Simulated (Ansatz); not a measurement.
Crystal: GaP.

```
Ga P
1.0
     0.00000    2.72525    2.72525
     2.72525    0.00000    2.72525
     2.72525    2.72525    0.00000
Ga P
1 1
Direct
  0.00000 0.00000 0.00000
  0.75000 0.75000 0.75000
```

- Program: Ansatz 0.2.0
- Task: relaxation of cell and atoms
- Functional: PBE
- Potentials or basis: Ansatz PAW
- Cutoff: 420 eV (not typed: the program's choice for these potentials)
- k mesh: 8 × 8 × 8
- Occupations: fermi-dirac, width 0.05 eV
- Spin: no spin polarisation

At the start: volume 20.24 Å³/atom.

Q: How do energy, volume and symmetry change on relaxing?

A: It ends after 4 steps and the volume is 20.85 Å³/atom (+3.0 %); space group F-43m (No. 216, to 0.05 Å).

The path:
```tsv
step	energy change (eV)	largest force (eV/Å)	volume (Å³)
1	0.0000	0.0000	40.48
2	-0.0084	0.0000	41.33
3	-0.0092	0.0000	41.71
4	-0.0095	0.0000	41.71
```

Final structure:
```
Ga P
1.0
     0.00000    2.75254    2.75254
     2.75254    0.00000    2.75254
     2.75254    2.75254    0.00000
Ga P
1 1
Direct
  0.00000 0.00000 0.00000
  0.75000 0.75000 0.75000
```

Caveat: the plane-wave basis is chosen anew once the cell has moved, so the energies of steps on either side of that aren't comparable.
